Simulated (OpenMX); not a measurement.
**In in OpenMX: convergence with NumGridK**

Input of the first run (NumGridK 400 200); the others differ in this setting and in those tied to it:

In.dat

```
System.CurrrentDirectory             ./
System.Name                          In
DATA.PATH                            ./DFT_DATA13
level.of.stdout                      1
level.of.fileout                     0
Species.Number                       1
<Definition.of.Atomic.Species
  In  In7.0-s3p2d2           In_PBE13
Definition.of.Atomic.Species>

Atoms.Number                         2
Atoms.SpeciesAndCoordinates.Unit     AU
<Atoms.SpeciesAndCoordinates
    1  In    3.1495908723    1.8323076855    7.8412471925   6.500  6.500
    2  In    0.0112164603    3.6233312955    2.6093973618   6.500  6.500
Atoms.SpeciesAndCoordinates>

Atoms.UnitVectors.Unit               AU
<Atoms.UnitVectors
     6.3031527308    0.0000000000    0.0000000000
    -3.1515763654    5.4586903889    0.0000000000
     0.0000000000    0.0000000000   10.4107713002
Atoms.UnitVectors>

scf.XcType                           GGA-PBE
scf.SpinPolarization                 off
scf.ElectronicTemperature            580.226
scf.energycutoff                     500.0
scf.maxIter                          100
scf.EigenvalueSolver                 band
scf.Kgrid                            7 7 5
scf.Mixing.Type                      rmm-diisk
scf.Init.Mixing.Weight               0.05
scf.Min.Mixing.Weight                0.001
scf.Max.Mixing.Weight                0.3
scf.Mixing.History                   25
scf.Mixing.StartPulay                8
scf.criterion                        1.0e-8
scf.stress.tensor                    on
MD.Type                              nomd
1DFFT.EnergyCutoff                   400.0
1DFFT.NumGridK                       200
```

Potentials or basis: OpenMX 2013 PBE set, In7.0-s3p2d2, grid cutoff 500 Ry.

Command:

```bash
$ openmx In.dat -nt 1 > In.std
```

The cell isn't the ideal one: atoms moved at random, drawn with an rms of 0.02 Å.

This isn't the form of In at room conditions, which is tetragonal.

Hardware: 1 thread of Arm Neoverse V1, with other jobs on the host.

Problem. The values tried are 400 200, 900 350, 1600 500, 2500 700, 3600 900, 4900 1200, loosest first. From which on does the energy stay within 1 meV/atom of the tightest run that finished?

Solution. From 2500 700 on.

```csv
NumGridK,"energy less the tightest run, at zero smearing (meV/atom)",SCF cycles,CPU time (s),peak memory (GiB)
400 200,2.28,16,60,0.91
900 350,1.35,16,60,0.91
1600 500,1.24,16,61,0.91
2500 700,0.89,16,62,0.91
3600 900,0.94,16,62,0.91
4900 1200,0.00,16,63,0.91
```

Values are those asked for, which the program may round to a finer grid. The tightest run that finished is the yardstick and may itself not be fully converged.

Caveat, for the tightest run too: the basis of atomic orbitals isn't converged, which shifts pressures, moduli and gaps.
